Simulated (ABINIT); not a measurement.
A run of ABINIT 10.8.3 (patched build) is set up as follows.

Contents of run.abi:

```
ndtset 7
getwfk -1
scalecart1 3*0.9795861087
scalecart2 3*0.9864848297
scalecart3 3*0.9932883884
scalecart4 3*1.0000000000
scalecart5 3*1.0066227096
scalecart6 3*1.0131594038
scalecart7 3*1.0196128224

pp_dirpath "./"
pseudos "Al.GGA_PBE-JTH.xml"

acell 3*1.0
rprim
     0.0000000000     3.8263269058     3.8263269058
     3.8263269058     0.0000000000     3.8263269058
     3.8263269058     3.8263269058     0.0000000000
ntypat 1
znucl 13
natom 1
typat 1
xred
     0.0000000000     0.0000000000     0.0000000000

ecut 20.0
pawecutdg 40.0

kptopt 1
ngkpt 11 11 11
nshiftk 1
shiftk 0.0 0.0 0.0

ixc 11
vdw_xc 7

nband 6
occopt 3
tsmear 0.00183747

nstep 100
tolvrs 1.0e-9

iomode 3
prtwf 1
prtden 0
prteig 0
prtebands 0
enunit 2
```

Potentials or basis: JTH PAW PBE v2.0.

The run is started by

```sh
$ abinit run.abi > log 2>&1
```

**Question.** What does it give for the pressure derivative of the bulk modulus?

**Answer.** 4.5.

**Question.** What does it give for the equilibrium volume?

**Answer.** 15.81 Å³/atom.

Energy against volume, from the lowest point:
| volume (Å³/atom) | energy (meV/atom) |
| --- | --- |
| 15.607 | 0.42 |
| 15.939 | 0.00 |
| 16.271 | 3.23 |
| 16.603 | 9.73 |
| 16.935 | 19.15 |
| 17.267 | 31.17 |
| 17.599 | 45.48 |

Caveat: pressures at fixed basis lie under the slope of the energies.

**Measured values to compare with.**

From “The interpretation of polycrystalline coherent inelastic neutron scattering from aluminium”, 2013, pmc:3831299, for a bulk crystal of Al: bulk modulus 76.9 GPa.

A measured bulk modulus of Al is 76.9 GPa (quoted in “The interpretation of polycrystalline coherent inelastic neutron scattering from aluminium”, 2013, pmc:3831299); the calculated 88 GPa misses it by +14.5 %. The fit is for a static lattice scaled at fixed shape and fixed fractional positions. The cell as given is a measured one (16.60 Å³/atom); PBE+D3(BJ) puts the equilibrium volume -4.8 % from it, thermal expansion not counted.
